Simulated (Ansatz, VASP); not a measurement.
Given: the input of a run of Ansatz 0.2.0 on Sr.

File input.yaml:

```yaml
crystal:
  lattice:
    - [-2.380167, 2.477591, 2.424693]
    - [2.377946, -2.518589, 2.46347]
    - [2.365612, 2.504034, -2.465691]
  atoms:
    - { symbol: Sr, position: [0.013603, 0.005981, -0.013902] }
hamiltonian:
  xc: pbe
  pseudopotentials: { kind: paw }
kpoints:
  mp_grid: { grid: [8, 8, 8] }
scf:
  occupations: { method: fermi_dirac, width: 0.05 }
output:
  forces: true
  stress: true
  eigenvalues: true
```

Potentials or basis: Ansatz PAW.

Run with:

```bash
$ ansatz run input.yaml --threads 1 --pin off --max-ram 3584MiB --backend cpu --events-out ev --progress --plain --runs-dir out
```

Problem. Translate it to VASP 6.6.1. Potentials there: VASP PAW PBE potentials, release 64 (Sr_sv).

Solution. As run (the cutoff follows the program's own potentials):

The input INCAR:

```
PREC = Accurate ; ENCUT = 520
EDIFF = 1E-7 ; ISMEAR = -1
SIGMA = 0.05 ; LREAL = F
LASPH = T ; NELM = 80
ALGO = Normal ; ISIF = 2
LWAVE = F ; LCHARG = F
GGA = PE ; NBANDS = 11
```

The input KPOINTS:

```
Automatic mesh
0
Gamma
  8 8 8
```

The input POSCAR:

```
Sr
1.0
   -2.3801670000      2.4775910000      2.4246930000
    2.3779460000     -2.5185890000      2.4634700000
    2.3656120000      2.5040340000     -2.4656910000
Sr
1
Direct
    0.0136030000      0.0059810000     -0.0139020000
```

Potentials or basis: VASP PAW PBE potentials, release 64 (Sr_sv).

The run is started by

```console
$ cat potpaw_PBE.64/Sr_sv/POTCAR > POTCAR
$ mpirun -np 1 vasp_std > vasp.out
```

Both were run:

|  | VASP | Ansatz | Ansatz less VASP |
| --- | --- | --- | --- |
| gap on the k mesh at the Fermi level (eV) | none | none | - |
| pressure (GPa) | -0.7 | -0.7 | 0.00 |
| largest component of the traceless stress (GPa) | 0.20 | 0.20 | -0.002 |

A gap of «none» marks a metal or a gap that the smearing closes. The functional is the same, so the differences come from potentials, cutoffs and numerics.
